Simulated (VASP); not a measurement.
# SiC, self-consistent run: which settings are enough?

SiC, F-43m (no. 216), 2 atoms in the cell. PBE0; PAW potentials Si, C (PBE set). VASP 6.6.1.

Wanted: energy within 2 meV/atom; gap on the mesh within 0.03 eV.

POSCAR:
```
SiC
1.0
    0.0000000000      2.1790000000      2.1790000000
    2.1790000000      0.0000000000      2.1790000000
    2.1790000000      2.1790000000      0.0000000000
Si C
1 1
Direct
    0.0000000000      0.0000000000      0.0000000000
    0.7500000000      0.7500000000      0.7500000000
```

## How exact exchange is summed

| How exact exchange is summed | Energy less reference (meV/atom) | Gap on the mesh (eV) | Time (s) |
|---|---|---|---|
| default | 0.0 | 3.032 | 18 |
| NKREDX = 2 | -5.4 | 3.050 | 14 |
| NKREDY = 2 | -24.4 | 3.052 | 14 |
| NKREDZ = 2 | -77.5 | 3.084 | 15 |
| EVENONLY = T | -19.2 | 3.067 | 14 |
| ODDONLY = T | 1464.8 | 2.275 | 11 |
| LMAXFOCK = 2 | 0.0 | 3.032 | 18 |
| LMAXFOCK = 6 | 0.0 | 3.032 | 19 |
| HFALPHA = 0.5 | 0.0 | 3.032 | 19 |
| HFALPHA = 3.0 | 0.0 | 3.032 | 18 |
| HFRCUT = -1 | 20.4 | 2.997 | 18 |

## Question

For each series: keep the first row unless others stay within half of the tolerance and take at least 30 % less time, and then take the fastest.

## Answer

- how exact exchange is summed: default

## The input

INCAR.step1:
```
ALGO     = Normal         # electronic algorithm
EDIFF    = 1E-5           # SCF threshold, eV
ENCUT    = 450            # plane-wave cutoff, eV
GGA      = PE             # functional
ISIF     = 2              # what is computed and relaxed
ISMEAR   = 0              # smearing method
LASPH    = T              # aspherical terms in the spheres
LCHARG   = F              # write CHGCAR
LREAL    = F              # projectors in reciprocal space
LWAVE    = T              # write WAVECAR
NELM     = 100            # most SCF steps
PREC     = Accurate       # precision mode
SIGMA    = 0.02           # smearing width, eV
```

INCAR.step2, as INCAR.step1 but for:
```
- EDIFF = 1E-5
- LWAVE = T
+ AEXX = 0.25
+ EDIFF = 1E-7
+ ISTART = 1
+ LHFCALC = T
+ LWAVE = F
+ PRECFOCK = Fast
```

KPOINTS:
```
k-points
0
Gamma
  4 4 4
```

Commands (each step's output is kept before the next begins):
```
cat potpaw_PBE.64/Si/POTCAR potpaw_PBE.64/C/POTCAR > POTCAR
cp INCAR.step1 INCAR
mpirun -np 1 vasp_std > vasp.out
cp INCAR.step2 INCAR
mpirun -np 1 vasp_std > vasp.out
```

The chosen input took VASP 6.6.1 18 s on 1 core (Intel Xeon Platinum 8259CL @ 2.50GHz (Skylake/Cascade Lake)), a shared host.

## An input that fails: NKRED = 2 on an odd mesh

VASP's message: internal error in FOCK_FCC: number of k-points incorrect 1 27 2 2 2 If you are not a developer, you should not encounter this problem. Please submit a bug report.

k mesh: 4 × 4 × 4 becomes 3 × 3 × 3.

Changes against the starting input:
```
(all steps)
+ NKRED = 2
(KPOINTS)
-k-points
+Automatic mesh
-  4 4 4
+  3 3 3
+  0 0 0
```
